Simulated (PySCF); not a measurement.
A species of formula C6H6O has this rotational fingerprint, computed with wB97X-D/def2-SVPD in PySCF (dipole) on a GFN2-xTB geometry, gas phase:

| Property | Result |
| --- | --- |
| Rotational constants | A = 5730, B = 2647, C = 1811 MHz |
| Dipole components | \|μa\| = 0.08 D, \|μb\| = 1.31 D, \|μc\| = 0.00 D |
| Inertial defect | 0.00 u·Å² |
| κ | -0.57 |

Question: Which structure is it? (One computed conformer of each.)
A. `[OH:1][c:2]1[cH:3][cH:4][cH:5][cH:6][cH:7]1` with H–O1–C2–C3 180°
B. `[CH:1]#[C:2][C:3](=[O:4])[CH:5]1[CH2:6][CH2:7]1` with C2–C3–C5–C6 34°
C. `[CH:1]#[C:2][C:3](=[O:4])[CH2:5][CH:6]=[CH2:7]` with C2–C3–C5–C6 178°, C3–C5–C6–C7 -120°

Answer: A. It is Oc1ccccc1, an asymmetric top, point group Cs. The candidates at the same level (rigid rotor, commonest isotopes):

| SMILES | A (MHz) | B (MHz) | C (MHz) | μa (D) | μb (D) | μc (D) | Δ (u·Å²) | point group | rotor |
| --- | --- | --- | --- | --- | --- | --- | --- | --- | --- |
| C#CC(=O)CC=C | 7138 | 1440 | 1259 | 0.68 | 2.93 | 0.39 | -20.39 | C1 | near-prolate asymmetric top |
| C#CC(=O)C1CC1 | 3828 | 2543 | 1734 | 2.08 | 3.09 | 0.00 | -39.26 | Cs | asymmetric top |
| Oc1ccccc1 | 5730 | 2647 | 1811 | 0.08 | 1.31 | 0.00 | 0.00 | Cs | asymmetric top |

`C#CC(=O)CC=C` has B 46 % too low; `C#CC(=O)C1CC1` has A 33 % too low. In the right answer the mirror of this Cs structure is the ab plane, so μc vanishes by symmetry. No structure here is proved a minimum.
